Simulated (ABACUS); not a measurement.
## Si2Mo under changes of volume

One of the cells (13.416 Å³/atom); the others are scaled copies at fixed shape and fractional positions:

```
Mo Si
1.0
    -1.60000    1.60000    3.93050
     1.60000   -1.60000    3.93050
     1.60000    1.60000   -3.93050
Mo Si
1 2
Direct
  0.00000 0.00000 0.00000
  0.66700 0.66700 0.00000
  0.33300 0.33300 0.00000
```

```yaml
Program: ABACUS 3.10.1
Functional: PBEsol
Potentials_or_basis: PseudoDojo NC SR 0.4.1 PBEsol standard
Cutoff: 1102 eV
Density_cutoff: 4408 eV
Basis: plane waves
k_mesh: 12 × 12 × 12
Occupations: fermi-dirac, width 0.05 eV
Spin: no spin polarisation
```

| volume (Å³/atom) | energy over the lowest point (meV/atom) | pressure (GPa) | largest force (eV/Å) |
| --- | --- | --- | --- |
| 12.611 | 22.84 | 12.2 | 0.224 |
| 12.879 | 7.03 | 6.7 | 0.259 |
| 13.148 | 0.00 | 1.8 | 0.292 |
| 13.416 | 0.84 | -2.7 | 0.323 |
| 13.684 | 8.74 | -6.7 | 0.352 |
| 13.953 | ? | ? | ? |
| 14.221 | 42.86 | -13.4 | 0.404 |

Task: What does the run at 13.953 Å³/atom give?

Result: Energy over the lowest point 22.97 meV/atom; pressure -10.2 GPa; largest force 0.379 eV/Å.

Worked out: A Birch-Murnaghan fit of order 3 (a polynomial in V^(-2/3)) to the other rows has its minimum at 13.25 Å³/atom with B0 = V·E''(V) = 222 GPa and B' = 4.4 at fixed shape and positions, which overstates the stiffness. It gives 23.00 meV/atom at 13.953 Å³/atom, against the run's 22.97, and -dE/dV = -10.2 GPa, against -10.2.

Energies are extrapolated to zero smearing.

Caveats: there are fewer bands than atomic start orbitals, so a level may be missed at k points of high symmetry.
